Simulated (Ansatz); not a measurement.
# I (bcc type): a single-point run

The task is a single-point run on I (bcc type).

Computed with Ansatz 0.2.0 (DFT, PBE, all-electron LAPW, scalar-relativistic, unless a step's input says otherwise).

1 further run of the same task is left out (set aside as unsound or not needed).

**1. The starting structure**

It takes space group Im-3m (No. 229, cubic). Conventional cell: a = 3.946 Å, b = 3.946 Å, c = 3.946 Å, α = 90.00°, β = 90.00°, γ = 90.00°. I (site symmetry m-3m) has 8 I at 3.42 Å as nearest neighbours.

Structure file:

```
I
1.0
    -1.97312    1.97312    1.97312
     1.97312   -1.97312    1.97312
     1.97312    1.97312   -1.97312
I
1
Direct
  0.00000 0.00000 0.00000
```

**2. The run**

input.yaml reads:

```yaml
crystal:
  lattice:
    - [-1.9731175766, 1.9731175766, 1.9731175766]
    - [1.9731175766, -1.9731175766, 1.9731175766]
    - [1.9731175766, 1.9731175766, -1.9731175766]
  atoms:
    - { symbol: I, position: [0.0, 0.0, 0.0] }
kpoints:
  mp_grid: { grid: [13, 13, 13] }
scf:
  occupations: { method: fermi_dirac, width: 0.1 }
  convergence: { dr2_threshold: 1.0e-16 }
  max_iter: 75
hamiltonian:
  xc: pbe
  pseudopotentials: { kind: all_electron, lapw: { basis_error: 0.001 } }
output:
  forces: true
  stress: true
  eigenvalues: true
  populations: true
```

Command:

```bash
$ ansatz run input.yaml --threads 1 --pin off --max-ram 2048MiB --backend cpu --events-out ev --progress --plain --runs-dir out
```

**Question.** How will this run end, and is anything wrong with its input?

This run ends as converged. Convergence says nothing about whether the input makes sense.

The suspect setting: scf.convergence.dr2_threshold is 1.0e-16. What could go wrong: threshold needlessly tight. Once met, so tight a threshold does no harm; it costs cycles.

Run again and compare: delete scf.convergence.dr2_threshold (the default then holds).
